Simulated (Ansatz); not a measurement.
Runs of Ansatz 0.2.0 on MnO. Symmetry: Fm-3m, No. 225, cubic system. Conventional cell: a = 4.448 Å, b = 4.448 Å, c = 4.448 Å, α = 90.00°, β = 90.00°, γ = 90.00°. Around Mn (site symmetry m-3m) lie 6 O at 2.22 Å. O (site symmetry m-3m) has 6 Mn at 2.22 Å as nearest neighbours. The cell is a database's computed one.

```tsv
task	level	potentials or basis	cell	cutoff (eV)	smearing	gap on the mesh (eV)	pressure (GPa)	moment (μB)	relaxed volume (Å³/atom)
band structure	LDA	all-electron LAPW, scalar-relativistic	as given	324	fermi-dirac 0.05 eV	-	-16.6	4.60	-
relaxation of cell and atoms	RPBE+D4	all-electron LAPW, scalar-relativistic	relaxed	-	fermi-dirac 0.05 eV	-	0.0	4.81	(c)
band structure	BLYP	all-electron LAPW, scalar-relativistic	as given	324	fermi-dirac 0.05 eV	-	3.7	4.70	-
single point	PBE	all-electron LAPW, scalar-relativistic	as given	324	gaussian 0.017 eV	none	0.2	4.80	-
band structure	PBEsol	all-electron LAPW, non-relativistic	as given	324	fermi-dirac 0.05 eV	-	(b)	4.77	-
single point	PBE	all-electron LAPW, scalar-relativistic	as given	324	gaussian 0.018 eV	none	0.2	4.80	-
single point	PBE	all-electron LAPW, scalar-relativistic	as given	324	gaussian 0.015 eV	none	0.2	4.80	-
single point	PBE	all-electron LAPW, scalar-relativistic	as given	324	gaussian 0.03 eV	none	0.2	4.80	-
single point	PBE	all-electron LAPW, scalar-relativistic	as given	324	gaussian 0.013 eV	none	0.2	4.80	-
single point	PBE	all-electron LAPW, scalar-relativistic	as given	324	gaussian 0.012 eV	none	0.2	4.80	-
relaxation of cell and atoms	RPBE+D3(BJ)	all-electron LAPW, scalar-relativistic	relaxed	-	fermi-dirac 0.05 eV	-	0.0	(a)	11.04
single point	PBE	all-electron LAPW, scalar-relativistic	as given	324	gaussian 0.014 eV	none	0.2	4.80	-
```

Alike in all rows: spin collinear, ferromagnetic start; k mesh 10 × 10 × 10; basis error allowed 0.001 eV/atom.

Problem. Estimate the missing entries.

Solution. (a) 4.83; (b) -6.5; (c) 10.89.

Caveats: a cell with one magnetic atom can't hold antiferromagnetic order, which such compounds often take; semilocal functionals often make such compounds metallic where correlation or magnetic order opens a gap, which also shifts bond lengths (some runs); so large a pressure means that the cell lies far from this level's equilibrium, or that cutoff or potentials fall short (some runs).

A k mesh can miss the band edges.

A gap of «none» marks a metal or a gap under the smearing width.

Not every run made on this cell is shown here.
